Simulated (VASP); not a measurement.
# Eu: single point with PBE

Crystal: Eu.

```
Eu
1.0
     4.60600    0.00000    0.00000
     0.00000    4.60600    0.00000
     0.00000    0.00000    4.60600
Eu
2
Direct
  0.00000 0.00000 0.00000
  0.50000 0.50000 0.50000
```

```
Program                : VASP 6.6.1
Task                   : single point
Functional             : PBE
Potentials or basis    : VASP PAW PBE potentials, release 64 (Eu)
Cutoff                 : 520 eV
k mesh                 : 7 × 7 × 7
Occupations            : fermi-dirac, width 0.05 eV
Spin                   : collinear spin, typed start
Starting moments       : [7.0, -7.0] μB
Dipole correction      : no
Further INCAR settings : ALGO = Normal; EDIFF = 1e-06; NBANDS = 28
```

* Pressure: -1.8 GPa
* Band gap on the k mesh: none (metal or under the smearing width)
* Net moment: 0.00 μB per cell
* Site moments: Eu +6.64, -6.64 μB
* Valence electrons inside the program's atomic spheres: Eu 14.72

Levels at points of the mesh, in eV from the Fermi level:
Spin up:
```
           k point  band 14  band 15  band 16  band 17  band 18  band 19  band 20  band 21
(0.00, 0.00, 0.00)    -0.30    -0.30    -0.30    -0.30    -0.30     2.14     2.14     2.14
```
Spin down:
| k point | band 15 | band 16 | band 17 | band 18 | band 19 | band 20 |
| --- | --- | --- | --- | --- | --- | --- |
| (0.00, 0.00, 0.00) | -0.30 | -0.30 | -0.30 | -0.30 | 2.14 | 2.14 |

Run time: 81 s on 1 thread of Intel(R) Xeon(R) 6975P-C (Granite Rapids), on a shared host, peak memory 0.29 GiB.

Caveat: spin-orbit coupling is left out, which moves the levels of the heavy elements. The state reached can hang on the start; a lower one may exist.
